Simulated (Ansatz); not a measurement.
The system is BAs.

```
As B
1.0
     0.00000    2.38850    2.38850
     2.38850    0.00000    2.38850
     2.38850    2.38850    0.00000
As B
1 1
Direct
  0.75000 0.75000 0.75000
  0.00000 0.00000 0.00000
```

```yaml
Program: Ansatz 0.2.0
Task: relaxation of cell and atoms
Functional: RPBE
Potentials_or_basis: all-electron LAPW, scalar-relativistic
Basis_error_allowed: 0.001 eV/atom
k_mesh: 10 × 10 × 10
Occupations: fermi-dirac, width 0.05 eV
Spin: no spin polarisation
```

At the start: volume 13.63 Å³/atom.

Q: Where does the relaxation end?

A: Over 5 steps the energy falls by 9.0 meV/atom and the volume is 14.18 Å³/atom (+4.1 %); space group F-43m (No. 216, to 0.05 Å).

Step by step:
| step | energy change (eV) | largest force (eV/Å) | volume (Å³) |
| --- | --- | --- | --- |
| 1 | 0.0000 | 0.0000 | 27.25 |
| 2 | -0.0164 | 0.0000 | 28.03 |
| 3 | -0.0179 | 0.0000 | 28.34 |
| 4 | -0.0180 | 0.0000 | 28.36 |
| 5 | -0.0180 | 0.0000 | 28.36 |

Final structure:
```
As B
1.0
     0.00000    2.42036    2.42036
     2.42036    0.00000    2.42036
     2.42036    2.42036    0.00000
As B
1 1
Cartesian
  3.6305 3.6305 3.6305
  0.0000 0.0000 0.0000
```
